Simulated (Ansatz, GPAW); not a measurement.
PbO2: GLLB-SC, run from Python

These are simulated results from GPAW 26.7.0, not measurements. The cell was built from a prototype and was relaxed with r2SCAN in plane waves (Ansatz 0.2.0). It may be hypothetical. It is a single sheet, repeated along a and b, with vacuum along c. All runs are without spin polarisation.

The sheet's in-plane cell has a = 3.369 Å, b = 3.369 Å (γ = 120.0°), and its outermost atoms lie 2.08 Å apart along the normal. Pb is surrounded by 6 O at 2.21 Å; O is surrounded by 3 Pb at 2.21 Å.

GLLB-SC is a model potential. Its fundamental gap is the Kohn-Sham gap plus a derivative discontinuity, which the script evaluates at the band edges among the listed k points. Its total energy isn't variational and serves nothing here.

The script, run.py:

```python
import json
from ase import Atoms
from gpaw import GPAW, PW, FermiDirac

atoms = Atoms(['Pb', 'O', 'O'],
              cell=[[3.36900741, 0.0, 0.0], [-1.6845037, 2.917646, 0.0], [0.0, 0.0, 28.78875815]],
              scaled_positions=[[0.0, 0.0, 0.312622029], [0.333333333, 0.666666667, 0.348750988], [0.666666667, 0.333333333, 0.27649307]],
              pbc=True)
calc = GPAW(mode=PW(400), xc='GLLBSC', kpts={'size': (6, 6, 1), 'gamma': True},
            occupations=FermiDirac(0.02), maxiter=100, legacy_gpaw=True, txt='gpaw.txt')
atoms.calc = calc
res = {'energy': atoms.get_potential_energy(force_consistent=True)}
res['electrons'] = calc.get_number_of_electrons()
res['k'] = calc.get_ibz_k_points().tolist()
res['levels'] = [calc.get_eigenvalues(kpt=i).tolist() for i in range(len(res['k']))]
points = [[0.0, 0.0, 0.0], [0.5, 0.0, 0.0], [0.333333, 0.333333, 0.0], [0.177083, 0.40625, 0.0]]
bands = calc.fixed_density(kpts=points, symmetry='off', nbands=round(res['electrons']) // 2 + 6, convergence={'bands': -2}, txt='bands.txt')
res['points'] = [bands.get_eigenvalues(kpt=i).tolist() for i in range(len(points))]
homo, lumo = bands.get_homo_lumo()
potential = calc.hamiltonian.xc.response.calculate_discontinuity_potential(homo, lumo)
res['discontinuity'] = bands.hamiltonian.xc.response.calculate_discontinuity(potential)
json.dump(res, open('results.json', 'w'))
print('free energy (eV):', round(res['energy'], 5))
```

Command: `python run.py`. It took 30 s on 1 thread of Intel(R) Xeon(R) Platinum 8124M CPU @ 3.00GHz (Skylake/Cascade Lake), on a shared host, peak memory 0.27 GiB.

The log gpaw.txt, trimmed of paths, versions and times, then the last line on the terminal. An iter line gives the energy in eV and the logarithms of the changes of orbitals (plane waves alone) and density (c: converged):

```
___ ___ ___ _ _ _
 |   |   |_  | | | |

 | | | | | . | | | |

 |__ |  _|___|_____|  26.7.0
 |___|_|

Input parameters:
  kpts: {gamma: True,
         size: (6, 6, 1)}
  maxiter: 100
  mode: {ecut: 400.0,
         name: pw}
  occupations: {fixmagmom: False,
                name: fermi-dirac,
                width: 0.02}
  xc: GLLBSC

System changes: positions, numbers, cell, pbc, initial_charges, initial_magmoms

Initialize ...

species:
  Pb:
    name:    Lead
    Z:       82.0
    valence: 14
    core:    68
    charge:  0.0  # [|e|]
    compensation charges:
      type: gauss
      rc: 0.38  # [Å]
      lmax: 2
    cutoffs:
      filter: 2.36  # [Å]
      core: 2.43  # [Å]
    projectors
    | kind |    occ | energy [eV] | rcut [Å] |

    |------|--------|-------------|----------|

    |   6s |  2.000 |     -13.011 |    1.259 |

    |   6p |  2.000 |      -4.841 |    1.275 |

    |   5d | 10.000 |     -22.546 |    1.217 |

    |    s |        |      14.200 |    1.259 |

    |    p |        |      22.370 |    1.275 |

    |    d |        |       4.665 |    1.217 |

    Using partial waves for Pb as LCAO basis

  O:
    name:    Oxygen
    Z:       8.0
    valence: 6
    core:    2
    charge:  0.0  # [|e|]
    compensation charges:
      type: gauss
      rc: 0.21  # [Å]
      lmax: 2
    cutoffs:
      filter: 1.17  # [Å]
      core: 0.83  # [Å]
    projectors
    | kind |    occ | energy [eV] | rcut [Å] |

    |------|--------|-------------|----------|

    |   2s |  2.000 |     -28.986 |    0.688 |

    |   2p |  4.000 |     -13.358 |    0.598 |

    |    s |        |      -1.774 |    0.688 |

    |    p |        |      13.853 |    0.598 |

    |    d |        |       0.000 |    0.619 |

    Using partial waves for O as LCAO basis

Reference energy: -571194.382743  # eV

Spin-paired calculation

Convergence criteria:
 Maximum [total energy] change in last 3 cyles: 0.0005 eV / valence electron
 Maximum integral of absolute [dens]ity change: 0.0001 electrons / valence electron
 Maximum integral of absolute [eigenst]ate change: 4e-08 eV^2 / valence electron
 Maximum number of scf [iter]ations: 100
 (Square brackets indicate name in SCF output, whereas a 'c' in
 the SCF output indicates the quantity has converged.)

Symmetries present (total): 2

  ( 1  1  0)  ( 1  0  0)
  ( 0 -1  0)  ( 0  1  0)
  ( 0  0  1)  ( 0  0  1)

36 k-points: 6 x 6 x 1 Monkhorst-Pack grid + [1/12,1/12,0.000000]
13 k-points in the irreducible part of the Brillouin zone
       k-points in crystal coordinates                weights
   0:     0.00000000    0.00000000    0.00000000          1/36
   1:     0.16666667   -0.33333333    0.00000000          2/36
   2:     0.16666667   -0.16666667    0.00000000          4/36
   3:     0.16666667    0.00000000    0.00000000          2/36
   4:     0.33333333   -0.33333333    0.00000000          4/36
   5:     0.33333333   -0.16666667    0.00000000          4/36
   6:     0.33333333    0.00000000    0.00000000          2/36
   7:     0.33333333    0.33333333    0.00000000          2/36
   8:     0.33333333    0.50000000    0.00000000          4/36
   9:     0.50000000    0.00000000    0.00000000          1/36
          ...
  12:     0.50000000    0.50000000    0.00000000          2/36

Wave functions: Plane wave expansion
  Cutoff energy: 400.000 eV
  Number of coefficients (min, max): 5048, 5229
  Pulay-stress correction: 0.000000 eV/Ang^3 (de/decut=0.000000)
  Using FFTW library
  ScaLapack parameters: grid=1x1, blocksize=None
  Wavefunction extrapolation:
    Improved wavefunction reuse through dual PAW basis

Occupation numbers: Fermi-Dirac:
  width: 0.0200  # eV

Eigensolver
   Davidson(niter=2)

Densities:
  Coarse grid: 16*16*135 grid
  Fine grid: 32*32*270 grid
  Total Charge: 0.000000

Density mixing:
  Method: separate
  Backend: msr1
  Linear mixing parameter: 0.05
  old densities: 10
  Width of damping distribution: 1.1
  Damping of long wavelength oscillations: 20

Hamiltonian:
  XC and Coulomb potentials evaluated on a 32*32*270 grid
  Using the GLLBSC Exchange-Correlation functional
  External potential:
    NoExternalPotential

XC parameters: GLLBSC functional being used consists of
  -----------------------------------------------------------------------
  | Weight | Module     | Description                                   |

  -----------------------------------------------------------------------
  |  1.000 | SCREENING  | GGA_X_PBE_SOL with 2 nearest neighbor stencil |

  |  1.000 | RESPONSE   | eps=0.0500 eV                                 |

  |  1.000 | XC         | GGA_C_PBE_SOL with 2 nearest neighbor stencil |

  -----------------------------------------------------------------------

Memory estimate:
  Process memory now: 128.08 MiB
  Calculator: 55.73 MiB
    Density: 18.95 MiB
      Arrays: 6.86 MiB
      Localized functions: 6.83 MiB
      Mixer: 5.27 MiB
    Hamiltonian: 4.65 MiB
      Arrays: 4.48 MiB
      XC: 0.00 MiB
      Poisson: 0.00 MiB
      vbar: 0.17 MiB
    Wavefunctions: 32.13 MiB
      Arrays psit_nG: 17.63 MiB
      Eigensolver: 1.80 MiB
      Projections: 0.15 MiB
      Projectors: 10.19 MiB
      PW-descriptor: 2.36 MiB

Total number of cores used: 1

Number of atoms: 3
Number of atomic orbitals: 17
Number of bands in calculation: 17
Number of valence electrons: 26
Bands to converge: occupied

... initialized

Initializing position-dependent things.

Density initialized from atomic densities
Creating initial wave functions:
  17 bands from LCAO basis set
Positions:
   0 Pb     0.000000    0.000000    9.000000    ( 0.0000,  0.0000,  0.0000)
   1 O      0.000000    1.945097   10.040108    ( 0.0000,  0.0000,  0.0000)
   2 O      1.684504    0.972549    7.959892    ( 0.0000,  0.0000,  0.0000)

Unit cell:
           periodic     x           y           z      points  spacing
  1. axis:    yes    3.369007    0.000000    0.000000    16     0.1824
  2. axis:    yes   -1.684504    2.917646    0.000000    16     0.1824
  3. axis:    yes    0.000000    0.000000   28.788758   135     0.2133

  Lengths:   3.369007   3.369007  28.788758
  Angles:   90.000000  90.000000 120.000000

Effective grid spacing dv^(1/3) = 0.2016

iter:   1   -20.885849
iter:   2   -18.429207   -0.83  -0.83
iter:   3   -14.593378   -0.63  -0.91
iter:   4   -13.613891   -1.19  -1.22
iter:   5   -13.500452   -1.64  -1.44
iter:   6   -12.964663   -1.75  -1.65
iter:   7   -12.896576   -2.16  -2.37
iter:   8   -12.955960   -3.59  -2.42
iter:   9   -12.957469   -4.09  -2.86
iter:  10   -12.940285   -4.12  -2.96
iter:  11   -12.937936   -4.30  -3.28
iter:  12   -12.938342c  -4.92  -3.56
iter:  13   -12.939869c  -5.29  -3.61
iter:  14   -12.940002c  -5.80  -4.11c
iter:  15   -12.939556c  -6.15  -3.99
iter:  16   -12.939772c  -6.71  -4.82c
iter:  17   -12.939807c  -7.04  -4.74c
iter:  18   -12.939818c  -7.85c -4.89c

Converged after 18 iterations.

Energy contributions relative to reference atoms: (reference = -571194.382743)

Kinetic:        +18.411793
Potential:      -10.013188
External:        +0.000000
XC:             -20.978618
Entropy (-ST):   -0.000000
Local:           -0.359805
SIC:             +0.000000
--------------------------
Free energy:    -12.939818
Extrapolated:   -12.939818

GLLBSC response reference energy: -8.90379 eV (from HOMO)

Showing only first 2 kpts
 Kpt  Band  Eigenvalues  Occupancy
  0    11     -9.15122    2.00000
  0    12     -9.15109    2.00000
  0    13     -6.97034    0.00000
  0    14     -2.42413    0.00000

  1    11     -9.21684    2.00000
  1    12     -9.18220    2.00000
  1    13     -5.19345    0.00000
  1    14     -0.43525    0.00000

Fermi level: -8.02096

Gap: 1.934 eV
Transition (v -> c):
  (s=0, k=12, n=12, [0.50, 0.50, 0.00]) -> (s=0, k=0, n=13, [0.00, 0.00, 0.00])
Direct/indirect transitions are different
Direct gap: 2.181 eV
Transition at: (s=0, k=0, n=12, [0.00, 0.00, 0.00])

free energy (eV): -12.93982
```

The gap in the log is over the mesh alone; results.json adds the listed points. GLLB-SC gives a gap of 2.91 eV (1.934 eV Kohn-Sham over the listed points plus 0.981 eV discontinuity). On the same cell, plane-wave PBE (Ansatz, 12×12×1 k points and the special points) gives a gap of 1.44 eV and r2SCAN a gap of 1.73 eV; on shared hosts these took about 8.7 and 19 core-seconds on the 3-atom cell, against 30 for the script. Spin-orbit coupling, left out in all these runs, can cut or reorder the gap by tenths of an eV, up to about 1 eV with Pb or Bi.

Spin-orbit coupling is left out; in compounds of Pb, Bi, Tl or Hg it can lower a gap by up to about 1 eV, split its edges or invert the bands.
